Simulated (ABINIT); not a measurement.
# GaN (P6_3mc) in ABINIT: settings compared

The runs below take GaN through single point, with PBE, LDA, PBEsol.

Everything below comes from runs of ABINIT 10.8.3 (patched build). Logs are shortened: lines on timing, memory, paths and dates and some standing lists are left out, and cuts for length are marked. The log counts tension as positive stress, the text compression.

**What was measured.**

From “Studying electronic properties in GaN without electrical contacts using γ-γ vs e−-γ Perturbed Angular Correlations”, 2019, pmc:6823545, for a bulk crystal of GaN: band gap 3.503 ± 0.005 eV (direct).

The results are compared with them further down.

## (1) The structure

It takes space group P6_3mc (No. 186, hexagonal). Conventional cell: a = 3.180 Å, b = 3.180 Å, c = 5.166 Å, α = 90.00°, β = 90.00°, γ = 120.00°. Ga (site symmetry 3m) has 4 N at 1.94 to 1.95 Å as nearest neighbours. Around N (site symmetry 3m) lie 4 Ga at 1.94 to 1.95 Å.

## (2) Single point, PBE

The input, run.abi:

```
# Pseudopotentials
pp_dirpath "./"
pseudos "Ga.GGA_PBE-JTH.xml, N.GGA_PBE-JTH.xml"

# Structure
acell 3.18 3.18 5.166 Angstrom
rprim
     1.0000000000     0.0000000000     0.0000000000
    -0.5000000000     0.8660254038     0.0000000000
     0.0000000000     0.0000000000     1.0000000000
ntypat 2
znucl 31 7
natom 4
typat 1 1 2 2
xred
     0.6666666667     0.3333333333     0.5000000000
     0.3333333333     0.6666666667     0.0000000000
     0.6666666667     0.3333333333     0.8750000000
     0.3333333333     0.6666666667     0.3750000000

# Plane-wave basis
ecut 25.0
pawecutdg 47.0

# k points
kptopt 1
ngkpt 13 13 6
nshiftk 1
shiftk 0.0 0.0 0.0

# Exchange and correlation
ixc 11

# Bands and occupations
nband 22
occopt 3
tsmear 0.05 eV

# SCF cycle
nstep 100
tolvrs 1.0e-9

# Output
iomode 3
prtwf 0
prteig 0
prtebands 0
enunit 2
prtden 1
prtvha 1
prtvclmb 1
prtpot 1
```

Potentials or basis: JTH PAW PBE v2.0.

Started as:

```bash
$ abinit run.abi > log 2>&1
```

run.abo:

```text
.Version 10.8.3 of ABINIT
 Symmetries : space group P6_3 m c (#186); Bravais hP (primitive hexag.)
================================================================================
 Values of the parameters that define the memory need of the present run
     intxc =       0    ionmov =       0      iscf =      17    lmnmax =      18
     lnmax =       6     mgfft =      45  mpssoang =       3    mqgrid =    3013
     natom =       4  nloc_mem =       2    nspden =       1   nspinor =       1
    nsppol =       1      nsym =      12    n1xccc =       1    ntypat =       2
    occopt =       3   xclevel =       2
       mpw =        1846          nfft =       40500          nkpt =          84
 PAW method is used; the additional fine FFT grid is defined by:
   mgfftf=        64    nfftf =    102400
================================================================================
================================================================================

--------------------------------------------------------------------------------
------------- Echo of variables that govern the present computation ------------
--------------------------------------------------------------------------------
 -outvars: echo values of preprocessed input variables --------
            acell      6.0093290804E+00  6.0093290804E+00  9.7623251664E+00 Bohr
              amu      6.97230000E+01  1.40067400E+01
             ecut      2.50000000E+01 Hartree
           enunit           2
                       outvar_i_n : Printing only first  50 k-points.
              ixc          11
                       outvar_i_n : Printing only first  50 k-points.
         kptrlatt       13    0    0      0   13    0      0    0    6
          kptrlen      5.85739510E+01
            natom           4
            nband          22
            ngfft          30      30      45
          ngfftdg          40      40      64
             nkpt          84
            nstep         100
             nsym          12
           ntypat           2
                       prtocc : prtvol=0, do not print more k-points.
           occopt           3
        pawecutdg      4.70000000E+01 Hartree
         pawxcdev           0
        prtebands           0
           prteig           0
           prtpot           1
         prtvclmb           1
           prtvha           1
            prtwf           0
            rprim      1.0000000000E+00  0.0000000000E+00  0.0000000000E+00
                      -5.0000000000E-01  8.6602540380E-01  0.0000000000E+00
                       0.0000000000E+00  0.0000000000E+00  1.0000000000E+00
          spgroup         186
           tolvrs      1.00000000E-09
           tsmear      1.83746611E-03 Hartree
            typat      1  1  2  2
           useylm           1
                       outvars : Printing only first  50 k-points.
           xangst      1.5900000000E+00  9.1798692803E-01  2.5830000000E+00
                      -9.7460713976E-17  1.8359738561E+00  0.0000000000E+00
                       1.5900000000E+00  9.1798692803E-01  4.5202500000E+00
                      -9.7460713976E-17  1.8359738561E+00  1.9372500000E+00
            xcart      3.0046645402E+00  1.7347438811E+00  4.8811625832E+00
                      -1.8417405745E-16  3.4694877623E+00  0.0000000000E+00
                       3.0046645402E+00  1.7347438811E+00  8.5420345206E+00
                      -1.8417405745E-16  3.4694877623E+00  3.6608719374E+00
             xred      6.6666666667E-01  3.3333333333E-01  5.0000000000E-01
                       3.3333333333E-01  6.6666666667E-01  0.0000000000E+00
                       6.6666666667E-01  3.3333333333E-01  8.7500000000E-01
                       3.3333333333E-01  6.6666666667E-01  3.7500000000E-01
            znucl       31.00000    7.00000

================================================================================

 chkinp: Checking input parameters for consistency.

================================================================================
== DATASET  1 ==================================================================

--- !DatasetInfo
iteration_state: {dtset: 1, }
dimensions: {natom: 4, nkpt: 84, mband: 22, nsppol: 1, nspinor: 1, nspden: 1, mpw: 1846, }
cutoff_energies: {ecut:  25.0, pawecutdg:  47.0, }
electrons: {nelect:   3.60000000E+01, charge:   0.00000000E+00, occopt:   3.00000000E+00, tsmear:   1.83746611E-03, }
meta: {optdriver: 0, ionmov: 0, optcell: 0, iscf: 17, paral_kgb: 0, }
...

 Exchange-correlation functional for the present dataset will be:
  GGA: Perdew-Burke-Ernzerhof functional - ixc=11
  J.P.Perdew, K.Burke, M.Ernzerhof, PRL 77, 3865 (1996)

 Real(R)+Recip(G) space primitive vectors, cartesian coordinates (Bohr,Bohr^-1):
 R(1)=  6.0093291  0.0000000  0.0000000  G(1)=  0.1664079  0.0960757  0.0000000
 R(2)= -3.0046645  5.2042316  0.0000000  G(2)=  0.0000000  0.1921513  0.0000000
 R(3)=  0.0000000  0.0000000  9.7623252  G(3)=  0.0000000  0.0000000  0.1024346
[... 100 lines left out ...]
    4        1.20497          2.55856702

================================================================================

 ----iterations are completed or convergence reached----

 Mean square residual over all n,k,spin=   10.906E-10; max=  14.883E-07
 reduced coordinates (array xred) for    4 atoms
       0.666666666667      0.333333333333      0.500000000000
       0.333333333333      0.666666666667      0.000000000000
       0.666666666667      0.333333333333      0.875000000000
       0.333333333333      0.666666666667      0.375000000000
 rms dE/dt=  1.5104E-02; max dE/dt=  2.6190E-02; dE/dt below (all hartree)
    1       0.000000000000      0.000000000000      0.026189741604
    2       0.000000000000      0.000000000000      0.026189741604
    3       0.000000000000      0.000000000000     -0.026131943664
    4       0.000000000000      0.000000000000     -0.026131943664

 cartesian coordinates (angstrom) at end:
    1      1.59000000000000     0.91798692802800     2.58300000000000
    2     -0.00000000000000     1.83597385605600     0.00000000000000
    3      1.59000000000000     0.91798692802800     4.52025000000000
    4     -0.00000000000000     1.83597385605600     1.93725000000000

 cartesian forces (hartree/bohr) at end:
    1     -0.00000000000000    -0.00000000000000    -0.00267977578989
    2     -0.00000000000000    -0.00000000000000    -0.00267977578989
    3     -0.00000000000000    -0.00000000000000     0.00267977578989
    4     -0.00000000000000    -0.00000000000000     0.00267977578989
 frms,max,avg= 1.5471693E-03 2.6797758E-03   0.000E+00  0.000E+00 -2.960E-06 h/b

 cartesian forces (eV/Angstrom) at end:
    1     -0.00000000000000    -0.00000000000000    -0.13779961158280
    2     -0.00000000000000    -0.00000000000000    -0.13779961158280
    3     -0.00000000000000    -0.00000000000000     0.13779961158280
    4     -0.00000000000000    -0.00000000000000     0.13779961158280
 frms,max,avg= 7.9558643E-02 1.3779961E-01   0.000E+00  0.000E+00 -1.522E-04 e/A
 length scales=  6.009329080387  6.009329080387  9.762325166440 bohr
              =  3.180000000000  3.180000000000  5.166000000000 angstroms
 Fermi (or HOMO) energy (hartree) =   0.25511   Average Vxc (hartree)=  -0.39653
 Eigenvalues (hartree) for nkpt=  84  k points:
 kpt#   1, nband= 22, wtk=  0.00099, kpt=  0.0000  0.0000  0.0000 (reduced coord)
  -0.37352   -0.33826   -0.27759   -0.27681   -0.27681   -0.27446   -0.27446   -0.26747
  -0.26747   -0.26368   -0.26368   -0.21786   -0.04540    0.17819    0.17819    0.21510
   0.21729    0.21729    0.28934    0.37503    0.55733    0.58168
      occupation numbers for kpt#   1
   2.00000    2.00000    2.00000    2.00000    2.00000    2.00000    2.00000    2.00000
   2.00000    2.00000    2.00000    2.00000    2.00000    2.00000    2.00000    2.00000
   2.00000    2.00000    0.00000    0.00000    0.00000    0.00000
 prteigrs : prtvol=0 or 1, do not print more k-points.

 Fermi (or HOMO) energy (eV) =   6.94181   Average Vxc (eV)= -10.79026
 Eigenvalues (   eV  ) for nkpt=  84  k points:
 kpt#   1, nband= 22, wtk=  0.00099, kpt=  0.0000  0.0000  0.0000 (reduced coord)
 -10.16390   -9.20445   -7.55369   -7.53239   -7.53239   -7.46854   -7.46854   -7.27832
  -7.27832   -7.17509   -7.17509   -5.92838   -1.23547    4.84888    4.84888    5.85322
   5.91270    5.91270    7.87328   10.20503   15.16573   15.82834
 prteigrs : prtvol=0 or 1, do not print more k-points.

--- !EnergyTerms
iteration_state     : {dtset: 1, }
comment             : Components of total free energy in Hartree
kinetic             :  2.18401751632621E+01
hartree             :  4.67042031372007E+01
xc                  : -8.69093330542851E+00
Ewald energy        : -1.17003474103145E+02
psp_core            :  6.29929878590981E+00
local_psp           : -1.29614955296197E+02
PAW spherical_terms :  2.18841557549112E+00
internal            : -1.78277270042907E+02
'-kT*entropy'       : -1.26075282264427E-12
total_energy        : -1.78277270042908E+02
total_energy_eV     : -4.85117165401664E+03
...

--- !EnergyTermsDC
iteration_state     : {dtset: 1, }
comment             : '"Double-counting" decomposition of free energy'
band_energy         : -5.38073213179557E+00
Ewald energy        : -1.17003474103145E+02
psp_core            :  6.29929878590981E+00
xc_dc               : -4.48527318562913E+01
PAW spherical_terms : -1.73396353182982E+01
internal            : -1.78277274623620E+02
'-kT*entropy'       : -1.26075282264427E-12
total_energy_dc     : -1.78277274623622E+02
total_energy_dc_eV  : -4.85117177866420E+03
...

--- !EnergyTermsWithPAWCore
iteration_state     : {dtset: 1, }
comment             : 'Components of total free energy, including PAW core contributions'
Total energy        : -3.99767199456682E+03
Total energy DC     : -3.99767199914753E+03
Total energy (eV)   : -1.08782196728899E+05
Total energy DC (eV): -1.08782196853546E+05
...

 Cartesian components of stress tensor (hartree/bohr^3)
  sigma(1 1)= -2.36068911E-04  sigma(3 2)=  0.00000000E+00
  sigma(2 2)= -2.36068912E-04  sigma(3 1)=  0.00000000E+00
  sigma(3 3)= -3.09648097E-04  sigma(2 1)=  0.00000000E+00

-Cartesian components of stress tensor (GPa)         [Pressure=  7.6670E+00 GPa]
- sigma(1 1)= -6.94538715E+00  sigma(3 2)=  0.00000000E+00
- sigma(2 2)= -6.94538717E+00  sigma(3 1)=  0.00000000E+00
- sigma(3 3)= -9.11016155E+00  sigma(2 1)=  0.00000000E+00

== END DATASET(S) ==============================================================
================================================================================

 -outvars: echo values of variables after computation  --------
            acell      6.0093290804E+00  6.0093290804E+00  9.7623251664E+00 Bohr
           etotal     -1.7827727462E+02
            fcart     -0.0000000000E+00 -0.0000000000E+00 -2.6797757899E-03
                      -0.0000000000E+00 -0.0000000000E+00 -2.6797757899E-03
                      -0.0000000000E+00 -0.0000000000E+00  2.6797757899E-03
                      -0.0000000000E+00 -0.0000000000E+00  2.6797757899E-03
            rprim      1.0000000000E+00  0.0000000000E+00  0.0000000000E+00
                      -5.0000000000E-01  8.6602540380E-01  0.0000000000E+00
                       0.0000000000E+00  0.0000000000E+00  1.0000000000E+00
           strten     -2.3606891100E-04 -2.3606891173E-04 -3.0964809730E-04
                       0.0000000000E+00  0.0000000000E+00  0.0000000000E+00
           xangst      1.5900000000E+00  9.1798692803E-01  2.5830000000E+00
                      -9.7460713976E-17  1.8359738561E+00  0.0000000000E+00
                       1.5900000000E+00  9.1798692803E-01  4.5202500000E+00
                      -9.7460713976E-17  1.8359738561E+00  1.9372500000E+00
             xred      6.6666666667E-01  3.3333333333E-01  5.0000000000E-01
                       3.3333333333E-01  6.6666666667E-01  0.0000000000E+00
                       6.6666666667E-01  3.3333333333E-01  8.7500000000E-01
                       3.3333333333E-01  6.6666666667E-01  3.7500000000E-01
 Calculation completed.
```

It took 2.2 min on 1 thread of Arm Neoverse V1, shared host; peak memory 0.21 GiB.

What came out:

```
Free energy                                           : -4851.1718 eV
Largest force                                         : 0.138 eV/Å
Band gap on the k mesh                                : 1.96 eV, direct
Valence electrons inside the program's atomic spheres : Ga 11.19; N 2.56
```

Forces in eV/Å, atoms in the order of the input:
```
Ga   0.000  0.000 -0.138
Ga   0.000  0.000 -0.138
N    0.000  0.000  0.138
N    0.000  0.000  0.138
```

Caveat: the cutoff is too short for stress, so the log's stress isn't used.

## (3) Single point, LDA

The input, run.abi:

```
# Pseudopotentials
pp_dirpath "./"
pseudos "Ga.LDA_PW-JTH.xml, N.LDA_PW-JTH.xml"

# Structure
acell 3*1.0
rprim
     6.0093290763     0.0000000000     0.0000000000
    -3.0046645382     5.2042316397     0.0000000000
     0.0000000000     0.0000000000     9.7623251598
ntypat 2
znucl 31 7
natom 4
typat 1 1 2 2
xcart
     1.5900000002     0.9179869279     2.5830000000
    -0.0000000002     1.8359738561     0.0000000000
     1.5900000002     0.9179869279     4.5202500000
    -0.0000000002     1.8359738561     1.9372500000 Angstrom

# Plane-wave basis
ecut 25.0
pawecutdg 47.0

# k points
kptopt 1
ngkpt 6 6 3
nshiftk 1
shiftk 0.0 0.0 0.0

# Exchange and correlation
ixc 7

# Bands and occupations
nband 22
occopt 3
tsmear 0.00183747

# SCF cycle
nstep 100
tolvrs 1.0e-9

# Output
iomode 3
prtwf 0
prtden 0
prteig 0
prtebands 0
prtvol 2
```

Potentials or basis: JTH PAW LDA v2.0.

Started as:

```bash
$ abinit run.abi > log 2>&1
```

Run time: 21 s. Hardware: 1 thread of Arm Neoverse V1, shared host; peak memory 0.1 GiB.

Results (log left out):

```
Free energy                                           : -4864.3238 eV
Largest force                                         : 0.124 eV/Å
Band gap on the k mesh                                : 1.97 eV, direct
Valence electrons inside the program's atomic spheres : Ga 11.21; N 2.54
```

Forces in eV/Å, atoms in the order of the input:
```
Ga   0.000  0.000 -0.124
Ga   0.000  0.000 -0.124
N    0.000  0.000  0.124
N    0.000  0.000  0.124
```

Levels at points of the mesh, in eV from the valence-band top:
| k point | band 14 | band 15 | band 16 | band 17 | band 18 | band 19 | band 20 | band 21 | band 22 |
| --- | --- | --- | --- | --- | --- | --- | --- | --- | --- |
| (0.00, 0.00, 0.00) | -1.08 | -1.08 | -0.06 | 0.00 | 0.00 | 1.97 | 4.18 | 9.10 | 9.72 |
| (0.50, 0.00, 0.00) | -5.36 | -4.34 | -2.82 | -2.31 | -1.00 | 4.90 | 5.52 | 5.93 | 8.52 |

Caveat: the cutoff is too short for stress, so the log's stress isn't used.

(Part 1 of 2 ends here.)
